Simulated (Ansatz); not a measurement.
# TiAl3: the cost of one run

Computed with Ansatz 0.2.0 (DFT PBEsol, scalar-relativistic, plane waves, PAW, unless a step's input says otherwise).

1 further run of the same task is left out (set aside as unsound or not needed). Runs told in other sessions of the task aren't counted.

## Step 1: The starting structure

Symmetry: Pm-3m, No. 221, cubic system. The conventional cell has a = 3.948 Å, b = 3.948 Å, c = 3.948 Å, α = 90.00°, β = 90.00°, γ = 90.00°. Ti (site symmetry m-3m) has 12 Al at 2.79 Å in its first shell of neighbours. Around Al (site symmetry 4/mmm) lie 4 Ti at 2.79 Å and 8 Al at 2.79 Å.

As a file:

```cif
data_structure
_symmetry_space_group_name_H-M 'Pm-3m'
_symmetry_Int_Tables_number 221
_cell_length_a 3.9483
_cell_length_b 3.9483
_cell_length_c 3.9483
_cell_angle_alpha 90.000
_cell_angle_beta 90.000
_cell_angle_gamma 90.000
_cell_volume 61.55
loop_
_atom_site_label
_atom_site_type_symbol
_atom_site_symmetry_multiplicity
_atom_site_Wyckoff_symbol
_atom_site_fract_x
_atom_site_fract_y
_atom_site_fract_z
_atom_site_occupancy
Ti1 Ti 1 a 0.00000 0.00000 0.00000 1
Al1 Al 3 c 0.50000 0.50000 0.00000 1
```

It goes back to an entry of the Materials Project, which need not be the stable form.

This cell was relaxed beforehand with the same method: volume 15.39 Å³/atom, gap on the mesh none (metal).

## Step 2: Zero of energy

Reference values: F = -4049.0619 eV; pressure 0.04 GPa; largest force 0.000 eV/Å; gap on the mesh none (metal). It was computed beforehand with the settings of the runs below.

## Step 3: Next: a strain scan

The cell is strained by ε times the Voigt pattern (0, 0, 0, 0, 1, 0) (xx, yy, zz, yz, xz, xy; engineering shear), with fractional coordinates fixed (clamped ions). The stress on the pattern is the sum of the stress components weighted by it, tension positive.

## Step 4: At ε = -0.1500

File input.yaml:

```yaml
crystal:
  lattice:
    - [3.9483448106, 0.0, -0.2961258608]
    - [0.0, 3.9483448106, 0.0]
    - [-0.2961258608, 0.0, 3.9483448106]
  atoms:
    - { symbol: Ti, position: [0.0, 0.0, 0.0] }
    - { symbol: Al, position: [0.5, 0.5, 0.0] }
    - { symbol: Al, position: [0.5, 0.0, 0.5] }
    - { symbol: Al, position: [0.0, 0.5, 0.5] }
basis:
  ecutwfc: 420
kpoints:
  mp_grid: { grid: [12, 12, 12] }
hamiltonian:
  xc: pbesol
scf:
  occupations: { method: gaussian, width: 0.15 }
output:
  forces: true
  stress: true
  eigenvalues: true
```

Command:

```console
$ ansatz run input.yaml --threads 1 --pin off --max-ram 2560MiB --backend cpu --events-out ev --progress --plain --runs-dir out
```

Q: Estimate wall time and peak memory on 1 thread of Intel Xeon 6975P-C (Granite Rapids), shared host.

About 7.3 s, with a peak of 0.55 GiB.
